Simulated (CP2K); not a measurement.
Mo:

```
Mo
1.0
     2.74324    0.00000    0.00000
    -0.91441    2.58635    0.00000
    -0.91441   -1.29317    2.23984
Mo
1
Direct
  0.00000 0.00000 0.00000
```

| Property | Result |
| --- | --- |
| Program | CP2K 2026.2 |
| Task | single point |
| Functional | PBEsol |
| Potentials or basis | POTENTIAL_UZH Mo GTH-PBE-q14; TZVP-MOLOPT-PBE-GTH basis |
| Density cutoff | 6123 eV |
| k mesh | 12 × 12 × 12 |
| Occupations | fermi-dirac, width 0.05 eV |
| Spin | no spin polarisation |

On this cell: pressure -7.0 GPa; band gap on the k mesh none (metal or under the smearing width).

The same run follows on a disturbed copy (cell strained at random at fixed volume):

```
Mo
1.0
     2.75410    0.00000    0.00000
    -0.93076    2.55545    0.00000
    -0.91535   -1.19323    2.25798
Mo
1
Cartesian
  0.0387 -0.0395 -0.0632
```

**Question.** What does the disturbed cell give?

**Answer.** The energy (extrapolated to zero smearing) moves by +12.7 meV/atom; pressure -6.7 GPa; band gap on the k mesh none (metal or under the smearing width).

Stress tensor (GPa, compression positive):
```
-7.46  1.39  1.27
 1.39 -3.80 -4.84
 1.27 -4.84 -8.96
```

Caveats: the potentials were made for another functional, which shifts forces and pressure; the basis of atomic orbitals isn't converged, which shifts pressures, moduli and gaps.
